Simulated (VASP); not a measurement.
Input of a VASP 6.6.1 run:

The input INCAR:

```
SYSTEM = ZnSnP2
ALGO = Normal
DIPOL = 0.5 0.5 0.500
EDIFF = 1E-6
EDIFFG = -0.02
ENCUT = 520
GGA = PS
IBRION = 2
IDIPOL = 3
ISIF = 2
ISMEAR = 0
LASPH = .True.
LCHARG = .False.
LDIPOL = .True.
LREAL = Auto
LUSENCCL = .False.
LWAVE = .False.
NELM = 80
NSW = 80
PREC = Accurate
SIGMA = 0.03
```

KPOINTS

```
k-points
0
Gamma
  4 4 1
  0 0 0
```

Contents of POSCAR:

```
ZnSnP2
1.0
    6.9009585500      0.0000000000      0.0000000000
    2.3152738200      6.5009796200      0.0000000000
    0.0000000000      0.0000000000     27.1241197200
P Zn Sn
14 7 7
Direct
    0.3869885000      0.8630115000      0.2765066700
    0.8630115000      0.3869885000      0.2835391900
    0.3630115000      0.3869885000      0.3498323600
    0.8869885000      0.8630115000      0.3568648800
    0.8869885000      0.3630115000      0.4231580500
    0.3630115000      0.8869885000      0.4301905700
    0.8630115000      0.8869885000      0.4964837400
    0.3869885000      0.3630115000      0.5035162600
    0.3869885000      0.8630115000      0.5698094300
    0.8630115000      0.3869885000      0.5768419500
    0.3630115000      0.3869885000      0.6431351200
    0.8869885000      0.8630115000      0.6501676400
    0.8869885000      0.3630115000      0.7164608100
    0.3630115000      0.8869885000      0.7234933300
    0.5000000000      0.5000000000      0.2800229300
    0.0000000000      0.5000000000      0.3533486200
    0.0000000000      0.0000000000      0.4266743100
    0.5000000000      0.0000000000      0.5000000000
    0.5000000000      0.5000000000      0.5733256900
    0.0000000000      0.5000000000      0.6466513800
    0.0000000000      0.0000000000      0.7199770700
    0.0000000000      0.0000000000      0.2800229300
    0.5000000000      0.0000000000      0.3533486200
    0.5000000000      0.5000000000      0.4266743100
    0.0000000000      0.5000000000      0.5000000000
    0.0000000000      0.0000000000      0.5733256900
    0.5000000000      0.0000000000      0.6466513800
    0.5000000000      0.5000000000      0.7199770700
```

Potentials or basis: VASP PAW PBE potentials, release 64 (P, Zn, Sn_d).

Launch:

```sh
$ cat potpaw_PBE.64/P/POTCAR potpaw_PBE.64/Zn/POTCAR potpaw_PBE.64/Sn_d/POTCAR > POTCAR
$ mpirun -np 1 vasp_std > vasp.out
```

Problem. What does it give for the energy gained by relaxing?

Solution. 80.3 meV/atom.

Problem. What does it give for the band gap on the k mesh?

Solution. 0.47 eV, indirect (least direct gap 0.89 eV).

Forces in eV/Å, atoms in the order of the input:
```
P   -0.002  0.002  0.007
P   -0.007  0.005  0.006
P    0.001 -0.006  0.000
P   -0.001  0.003 -0.003
P   -0.010  0.004  0.011
P   -0.007 -0.001  0.002
P    0.004  0.000  0.002
P    0.001  0.004 -0.002
P   -0.003 -0.006 -0.002
P    0.001 -0.011 -0.011
P    0.002 -0.002  0.003
P   -0.005  0.002  0.000
P    0.003 -0.008 -0.006
P    0.001 -0.003 -0.007
Zn  -0.003 -0.004  0.006
Zn   0.007  0.001  0.005
Zn   0.004 -0.004  0.004
Zn  -0.002 -0.002  0.000
Zn  -0.002  0.005 -0.004
Zn   0.003  0.006 -0.005
Zn  -0.004 -0.001 -0.006
Sn  -0.004 -0.004  0.006
Sn   0.007  0.012  0.005
Sn  -0.006  0.004  0.006
Sn   0.013  0.009  0.000
Sn   0.002 -0.008 -0.006
Sn   0.014  0.002 -0.005
Sn  -0.005 -0.002 -0.006
```

Caveat: the PAW data sets were made with another functional, which shifts forces and pressure a little; spin-orbit coupling is left out, which moves the levels of the heavy elements. As with any semilocal functional, this PBEsol gap is likely too small.
